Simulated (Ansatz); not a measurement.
**Sensitivity of the gradients in ZrO2 with Si replacing Zr to the input**

This input was run with Ansatz:

```yaml
crystal:
  lattice:
    - [-5.9964618041, 5.2023, 5.2551587544]
    - [4.3009381959, -5.2023, 5.2551587544]
    - [5.9964618041, 5.2023, -5.2551587544]
  atoms:
    - { symbol: Si, position: [0.12435, 0.2426, 0.15795] }
    - { symbol: Zr, position: [0.62435, 0.7426, 0.15795] }
    - { symbol: Zr, position: [0.62435, 0.2426, 0.65795] }
    - { symbol: Zr, position: [0.12435, 0.7426, 0.65795] }
    - { symbol: Zr, position: [0.41535, 0.5074, 0.63175] }
    - { symbol: Zr, position: [0.91535, 0.0074, 0.63175] }
    - { symbol: Zr, position: [0.91535, 0.5074, 0.13175] }
    - { symbol: Zr, position: [0.41535, 0.0074, 0.13175] }
    - { symbol: Zr, position: [0.87565, 0.7574, 0.84205] }
    - { symbol: Zr, position: [0.37565, 0.2574, 0.84205] }
    - { symbol: Zr, position: [0.37565, 0.7574, 0.34205] }
    - { symbol: Zr, position: [0.87565, 0.2574, 0.34205] }
    - { symbol: Zr, position: [0.58465, 0.4926, 0.36825] }
    - { symbol: Zr, position: [0.08465, 0.9926, 0.36825] }
    - { symbol: Zr, position: [0.08465, 0.4926, 0.86825] }
    - { symbol: Zr, position: [0.58465, 0.9926, 0.86825] }
    - { symbol: O, position: [0.61755, 0.4641, 0.60245] }
    - { symbol: O, position: [0.11755, 0.9641, 0.60245] }
    - { symbol: O, position: [0.11755, 0.4641, 0.10245] }
    - { symbol: O, position: [0.61755, 0.9641, 0.10245] }
    - { symbol: O, position: [0.13835, 0.2859, 0.40345] }
    - { symbol: O, position: [0.63835, 0.7859, 0.40345] }
    - { symbol: O, position: [0.63835, 0.2859, 0.90345] }
    - { symbol: O, position: [0.13835, 0.7859, 0.90345] }
    - { symbol: O, position: [0.38245, 0.5359, 0.39755] }
    - { symbol: O, position: [0.88245, 0.0359, 0.39755] }
    - { symbol: O, position: [0.88245, 0.5359, 0.89755] }
    - { symbol: O, position: [0.38245, 0.0359, 0.89755] }
    - { symbol: O, position: [0.86165, 0.7141, 0.59655] }
    - { symbol: O, position: [0.36165, 0.2141, 0.59655] }
    - { symbol: O, position: [0.36165, 0.7141, 0.09655] }
    - { symbol: O, position: [0.86165, 0.2141, 0.09655] }
    - { symbol: O, position: [0.3389, 0.20785, 0.20045] }
    - { symbol: O, position: [0.8389, 0.70785, 0.20045] }
    - { symbol: O, position: [0.8389, 0.20785, 0.70045] }
    - { symbol: O, position: [0.3389, 0.70785, 0.70045] }
    - { symbol: O, position: [0.4926, 0.54215, 0.88105] }
    - { symbol: O, position: [0.9926, 0.04215, 0.88105] }
    - { symbol: O, position: [0.9926, 0.54215, 0.38105] }
    - { symbol: O, position: [0.4926, 0.04215, 0.38105] }
    - { symbol: O, position: [0.6611, 0.79215, 0.79955] }
    - { symbol: O, position: [0.1611, 0.29215, 0.79955] }
    - { symbol: O, position: [0.1611, 0.79215, 0.29955] }
    - { symbol: O, position: [0.6611, 0.29215, 0.29955] }
    - { symbol: O, position: [0.5074, 0.45785, 0.11895] }
    - { symbol: O, position: [0.0074, 0.95785, 0.11895] }
    - { symbol: O, position: [0.0074, 0.45785, 0.61895] }
    - { symbol: O, position: [0.5074, 0.95785, 0.61895] }
kpoints:
  mp_grid: { grid: [3, 3, 3] }
scf:
  occupations: { method: fermi_dirac, width: 0.01 }
  convergence: { dr2_threshold: 1.0e-11 }
hamiltonian:
  xc: revpbe
  pseudopotentials: { kind: paw }
output:
  forces: true
  stress: true
  populations: true
  efg:
    quadrupole_moments_barn: { Zr: -0.176, O: -0.02558 }
    contact_densities: true
  write_density: true
  write_potential: true
  elf: true
  volumetric_format: npy
```

```sh
ansatz run input.yaml --threads 4 --pin off --max-ram 8192MiB --backend cpu --events-out ev --progress --plain --runs-dir out
```

It converged. Of its output the block on the nuclei alone is shown, without the SCF iterations, energies, forces and stress (one atom of each set, the first 14 sets):

```
--- PAW observables at the nuclei: V_zz in 10²¹ V/m², potentials from the cell's mean, atoms counted from 1 ---
  atom   1  Si V_zz =    +0.729138   η = 0.3873   by run symmetry: allowed
            electrostatic potential = -1358.301133 V   contact ρ = 12816.846960 e/Å³
  atom   2  Zr V_zz =    +5.157697   η = 0.2097   by run symmetry: allowed   C_q = -21.9494 MHz
            electrostatic potential = -5925.066115 V   contact ρ = 490739.756583 e/Å³
  atom   3  Zr V_zz =    +5.097563   η = 0.2219   by run symmetry: allowed   C_q = -21.6935 MHz
            electrostatic potential = -5925.070035 V   contact ρ = 490739.789524 e/Å³
  atom   4  Zr V_zz =    +5.139053   η = 0.1850   by run symmetry: allowed   C_q = -21.8701 MHz
            electrostatic potential = -5925.083867 V   contact ρ = 490739.795887 e/Å³
  atom   5  Zr V_zz =    +5.447013   η = 0.2700   by run symmetry: allowed   C_q = -23.1806 MHz
            electrostatic potential = -5925.097680 V   contact ρ = 490739.915893 e/Å³
  atom   6  Zr V_zz =    +5.335332   η = 0.1882   by run symmetry: allowed   C_q = -22.7054 MHz
            electrostatic potential = -5925.077508 V   contact ρ = 490739.604576 e/Å³
  atom   7  Zr V_zz =    +5.457754   η = 0.1301   by run symmetry: allowed   C_q = -23.2264 MHz
            electrostatic potential = -5925.075761 V   contact ρ = 490739.894609 e/Å³
  atom   8  Zr V_zz =    +4.587540   η = 0.5671   by run symmetry: allowed   C_q = -19.5230 MHz
            electrostatic potential = -5925.036328 V   contact ρ = 490739.693629 e/Å³
  atom   9  Zr V_zz =    +5.372490   η = 0.0768   by run symmetry: allowed   C_q = -22.8635 MHz
            electrostatic potential = -5925.106779 V   contact ρ = 490739.908787 e/Å³
  atom  10  Zr V_zz =    +5.069266   η = 0.1915   by run symmetry: allowed   C_q = -21.5731 MHz
            electrostatic potential = -5925.093645 V   contact ρ = 490739.764905 e/Å³
  atom  11  Zr V_zz =    +5.118676   η = 0.1730   by run symmetry: allowed   C_q = -21.7834 MHz
            electrostatic potential = -5925.094353 V   contact ρ = 490739.752646 e/Å³
  atom  12  Zr V_zz =    +4.768641   η = 0.1365   by run symmetry: allowed   C_q = -20.2937 MHz
            electrostatic potential = -5925.072036 V   contact ρ = 490739.891039 e/Å³
  atom  13  Zr V_zz =    +4.965220   η = 0.2956   by run symmetry: allowed   C_q = -21.1303 MHz
            electrostatic potential = -5925.110070 V   contact ρ = 490739.956406 e/Å³
  atom  14  Zr V_zz =    +4.986091   η = 0.3057   by run symmetry: allowed   C_q = -21.2191 MHz
            electrostatic potential = -5925.089291 V   contact ρ = 490739.865079 e/Å³
```

Question: Can these gradients be trusted, and how do they compare with a run on standard settings?

Answer: As results of these settings, within the limits told below. Against the standard input the change is `hamiltonian.xc`: pbe → revpbe; `scf.convergence.dr2_threshold`: not typed → 1e-11. A site carries the number of its first atom; V_zz in 10²¹ V/m².

```csv
site,atom,V_zz standard,η standard,V_zz here,η here
Si,1,0.73,0.39,0.73,0.39
Zr6,6,5.35,0.19,5.34,0.19
Zr13,13,4.97,0.30,4.97,0.30
O29,29,1.28,0.65,1.23,0.73
O33,33,9.46,0.18,9.56,0.19
O38,38,8.25,0.23,8.35,0.25
O39,39,1.10,0.68,1.23,0.74
O41,41,0.98,0.36,1.11,0.51
O42,42,1.11,0.62,1.24,0.72
O43,43,0.94,0.56,1.07,0.66
O45,45,1.08,0.61,1.21,0.72
O46,46,5.07,0.40,5.09,0.46
O47,47,1.05,0.36,1.18,0.48
```

The largest change of V_zz is on O43, from 0.94 to 1.07. In per cent, |V_zz| changes by 0 on Si, 0 on Zr, -4 to +14 on O (all sites that start above 0.5). The table leaves out 35 of the 48 sites, with |V_zz| up to 7.34; their tensors move by 0.18 at most along any direction. The statements above cover all sites. Its pressure is 5 GPa, against 2 GPa in the reference run. SCF iterations: 9 and 14.

On the reference run: The defect repeats with the cell of 48 atoms, so it feels its images: sites between two images don't show the values beside a lone defect, and zeros or small values of η there can come from the images' arrangement. O and Zr carry a gradient in the pure host already, so the values there aren't the defect's effect alone. Without spin–orbit coupling (the program notes it for Zr) the gradients are little affected as a rule: paired runs on crystals with a gap mostly move them by under 2 % at such atoms. The neighbours have not yet relaxed around the defect (largest force 2.9 eV/Å), so a real crystal will differ.
